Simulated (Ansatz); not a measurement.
# MgO, space group P6_3mc: an optical spectrum

Computed with the Python package of Ansatz (0.2.0).

The cells in order, each with its output:

```python
import ansatz as az
from ase import Atoms
import numpy as np
```

```python
atoms = Atoms(
    ["Mg", "Mg", "O", "O"],
    scaled_positions=[
        (1 / 3, 2 / 3, 0.00216),
        (2 / 3, 1 / 3, 0.50216),
        (1 / 3, 2 / 3, 0.40244),
        (2 / 3, 1 / 3, 0.90244),
    ],
    cell=[
        (3.30779, 0.0, 0.0),
        (-1.65389, 2.86463, 0.0),
        (0.0, 0.0, 4.98288),
    ],
    pbc=True,
)
structure = az.Crystal.from_ase(atoms)
```

```python
len(structure.resolved().sites)
```

    4

```python
model = structure.calculation()
model = model.scf(tolerance=1e-07)
model = model.occupations(az.OccupationsMethod.FIXED)
model = model.kpoints(mesh=(7, 7, 4))
model = model.functional("lda").optics(energy_step=0.05, nscf_kmesh=(8, 8, 5), broadening_width=0.1, scissors=0.5, spectra_wanted_up_to=10)
out = model.run(threads=1, pin="off")
spectra = out.optics()
energy, filling = np.asarray(spectra.photon_energy_ev), spectra.band_filling
gapped = filling.kind == "insulating"
eps1 = np.asarray(filling.eps1 if gapped else filling.eps1_interband)[:3].mean(axis=0)
eps2 = np.asarray(filling.eps2 if gapped else filling.eps2_interband)[:3].mean(axis=0)
print("filling:", filling.kind, "- valid up to", round(spectra.valid_up_to_ev, 2), "eV,", spectra.n_bands, "bands")
top = min(12, spectra.valid_up_to_ev)
# mean of xx, yy and zz; between bands only where the bands are partly filled
print("E (eV)    eps1      eps2")
for e in np.arange(0.5, top + 0.01, 0.5):
    print(f"{e:5.1f} {np.interp(e, energy, eps1):9.3f} {np.interp(e, energy, eps2):9.3f}")
if gapped:
    print("eps_inf, bands beyond those summed included:", np.round(filling.eps_inf[:3], 3))
print("f-sum electrons:", np.round(filling.get("f_sum_n_eff"), 3))
```

    DeckWarning: basis.ecutwfc = 420 eV, auto-derived from the records' recommended cutoffs: set by Mg (normal level)
    DeckWarning: scf.convergence.dr2_threshold = 1e-7 eV is looser than 1e-11 eV, the default for `output.optics` on PAW and all-electron files: empty levels that such a close leaves unsettled move lines of the spectra; leave scf.convergence.dr2_threshold unset, [...]
    filling: insulating - valid up to 18.99 eV, 27 bands
    E (eV)    eps1      eps2
      0.5     2.877     0.000
      1.0     2.897     0.000
      1.5     2.932     0.000
      2.0     2.985     0.000
      2.5     3.062     0.000
      3.0     3.174     0.000
      3.5     3.355     0.000
      4.0     3.717     0.159
      4.5     3.943     0.689
      5.0     3.738     1.007
      5.5     3.607     1.176
      6.0     3.547     1.301
      6.5     3.539     1.433
      7.0     3.597     1.601
      7.5     3.746     1.881
      8.0     4.038     2.546
      8.5     2.653     3.908
      9.0     1.853     3.109
      9.5     1.623     2.815
     10.0     1.330     2.273
     10.5     2.632     2.287
     11.0     0.891     3.026
     11.5     0.762     2.608
     12.0     0.879     2.433
    eps_inf, bands beyond those summed included: [3.027 3.027 3.106]
    f-sum electrons: [8.591 8.591 8.694]

What to keep in mind:
- The empty bands are shifted up by the scissors value typed.
- Averages over directions belong to no single polarisation, least of all in layered crystals.
- The structure comes from a database of computed cells and needn't be a stable or known phase.
- Warnings are shown shortened and without file and line.
- Independent-particle spectra on Kohn-Sham bands hold no excitons, and semilocal gaps are too small.
- Timing: 27 s on 1 thread of Arm Neoverse V2, on a shared host, peak memory 0.71 GiB.

(Lines on the test bed's own set-up are left out of the output.)
